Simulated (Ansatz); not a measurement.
Basis-set extrapolation for `CCC(C)C` (PBE0-D4/def2-TZVP geometry, frozen core, Ansatz). Multiplicity 1, RHF reference.

|  | def2-TZVPP | def2-QZVPP |
| --- | --- | --- |
| HF | -196.406444 | -196.415945 |
| MP2 correlation | -0.894294 | -0.949176 |
| CCSD(T) correlation | -0.991458 | not run |

Energies in hartree. Use E(X) = E(∞) + A·exp(−7.88·√X) for Hartree–Fock and E(X) = E(∞) + B·X^(−2.97) for correlation, with X = 3 and 4, and add CCSD(T) minus MP2 of the smaller set to the MP2 limit.

Question: What is the CCSD(T) energy at the basis-set limit?

Answer: HF limit: -196.415945 + (-0.009501) × 0.13774 = -196.41725. MP2 limit: -0.949176 + (-0.054882) × 0.74074 = -0.98983. Higher-order term: -0.991458 − (-0.894294) = -0.09716. Total: -197.50424 hartree, 279.2 kJ/mol below CCSD(T)/def2-TZVPP.
